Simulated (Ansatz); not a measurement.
# Si: a jump of C

Theory: DFT PBE, scalar-relativistic, plane waves, PAW in Ansatz 0.2.0. Settings: 420 eV cutoff, 2×2×2 k-mesh, shifted by half a step, Gaussian smearing of 0.02 eV, no spin polarisation.

Host crystal, relaxed:

```
Si
1.0
     3.85128    0.00000    0.00000
    -1.92564    3.33531    0.00000
     0.00000    0.00000    6.36502
Si
4
Direct
  0.33333 0.66667 0.06293
  0.66667 0.33333 0.56293
  0.33333 0.66667 0.43707
  0.66667 0.33333 0.93707
```

In a supercell of 32 host sites, C trades places with a neighbouring Si vacancy, moving 3.40 Å between the relaxed ends. Climbing-image nudged elastic band at fixed cell with images 0 (start) to 6 (end), the path measured over all atoms, converged to 0.05 eV/Å; the order of the saddle wasn't checked, and the small cell leaves errors of about a tenth of an eV.

Supercell rows in host cell vectors: -1 1 1; 1 -1 1; 2 2 -1. C was set at (0.333, 0.667, 0.063) of the host cell.

At the relaxed start C has 1 Si at 1.88 Å, 2 Si at 1.89 Å.

How high is the barrier, and where does the atom pass?

3.68 eV at image 3, where C has 2 Si at 2.52 Å, 2 Si at 2.65 Å, 2 Si at 2.69 Å.

Cost: 1 run of about 24 core-minutes, on Intel Xeon Processor @ 2.50GHz (Skylake/Cascade Lake) (shared hosts).